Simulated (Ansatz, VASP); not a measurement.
**CdS: VASP beside Ansatz**

```xyz
2
Lattice="0.0000 2.7004 2.7004 2.7004 0.0000 2.7004 2.7004 2.7004 0.0000" Properties=species:S:1:pos:R:3 pbc="T T T"
Cd    0.0000    0.0000    0.0000
S     2.7004    2.7004    2.7004
```

Alike in both runs: functional PBEsol; k mesh 5 × 5 × 5; no spin polarisation.

Ansatz relaxed the structure, and its values are those at the end. VASP's run is a single point on that final structure, the one shown.

|  | VASP | Ansatz |
| --- | --- | --- |
| version | VASP 6.6.1 | Ansatz 0.2.0 |
| potentials or method | VASP PAW PBE potentials, release 64 (Cd, S) | plane waves, PAW |
| plane-wave cutoff (eV) | 520 | 626 |
| occupations | gaussian, width 0.01 eV | fixed |
| valence electrons in the cell | 18 | 26 |

VASP gave:

- pressure (GPa): 0.5

Task: What did Ansatz give for the same quantities?

Result: Pressure (GPa): 0.0.

The two sets of potentials don't hold the same shells in valence.

Caveats: the PAW data sets were made with another functional, which shifts forces and pressure a little (VASP); an odd mesh through Γ misses points on the zone boundary, where band edges often lie. As with any semilocal functional, this PBEsol gap is likely too small.
